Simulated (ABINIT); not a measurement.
Crystal: Eu.

```xyz
1
Lattice="-2.0236 2.0236 2.0236 2.0236 -2.0236 2.0236 2.0236 2.0236 -2.0236" Properties=species:S:1:pos:R:3 pbc="T T T"
Eu    0.0000    0.0000    0.0000
```

The cell isn't the ideal one: cell relaxed at zero pressure by an earlier run.

Base run:

```yaml
Program: ABINIT 10.8.3 (patched build)
Functional: PBE
Potentials_or_basis: PseudoDojo NC SR PBE v0.4 lanthanides 3+ (4f in core; v0.4.1 standard for the other elements)
Cutoff: 680 eV
k_mesh: 10 × 10 × 10, with 2 shifts
Occupations: gaussian, width 0.1 eV
Spin: collinear spin, ferromagnetic start
Starting_moments: "[7.0] μB"
```

Its results: pressure 0.0 GPa; net moment 0.00 μB per cell.

Task: The run is repeated on the same cell with these changes: k mesh from 10 × 10 × 10, with 2 shifts to 6 × 6 × 6; occupations from gaussian, width 0.1 eV to fermi-dirac, width 0.05 eV. What comes out?

Result: Pressure 0.0 GPa; net moment 0.39 μB per cell; site moments Eu +0.09 μB.

Caveats: some runs use coarse meshes.
